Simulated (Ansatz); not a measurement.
Relaxed CsCl (CsCl type):

```xyz
2
Lattice="4.1403 0.0000 0.0000 0.0000 4.1403 0.0000 0.0000 0.0000 4.1403" Properties=species:S:1:pos:R:3 pbc="T T T"
Cs     0.0000     0.0000     0.0000
Cl     2.0702     2.0702     2.0702
```

Scan: atom 1 (Cs, nearest neighbour Cl at 3.586 Å; its periodic images, 4.1 Å or more away, move with it) is displaced along Cartesian z, direction (0.000, 0.000, 1.000) in Cartesian axes, by s. The other atoms stay.

Calculation: r2SCAN (plane waves to 500 eV, PAW, scalar-relativistic; Ansatz, an electronic-structure program). k mesh 7×7×7 (Γ-centred), Fermi-Dirac smearing 0.05 eV. Energies are smeared free energies. Stress and pressure are positive under compression. F∥ is the force on the atom along that direction. CsCl was relaxed with its symmetry unable to fall. The zero of ΔE is the undisplaced structure.

| s (Å) | P (GPa) | F∥ (eV/Å) | ΔE (meV/cell) |
|---|---|---|---|
| -0.360 | 0.72 | 0.345 | 61.0 |
| -0.288 | 0.46 | 0.273 | [?] |
| -0.216 | [?] | 0.202 | 21.7 |
| -0.144 | 0.12 | 0.134 | [?] |
| -0.072 | 0.03 | 0.066 | 2.4 |
| 0.000 | 0.00 | 0.000 | 0.0 |
| 0.072 | 0.03 | -0.066 | 2.4 |
| 0.144 | 0.12 | -0.134 | [?] |
| 0.216 | [?] | -0.202 | 21.7 |
| 0.288 | 0.46 | -0.273 | [?] |
| 0.360 | 0.72 | -0.345 | 61.0 |

Q: Complete the blanks.

A: 
- -0.288, ΔE (meV/cell): 38.8
- -0.216, P (GPa): 0.26
- -0.144, ΔE (meV/cell): 9.6
- 0.144, ΔE (meV/cell): 9.6
- 0.216, P (GPa): 0.26
- 0.288, ΔE (meV/cell): 38.8

(For displaced atoms, the force is minus the slope of the energy, and its curvature is a force constant, which sets phonon frequencies.)
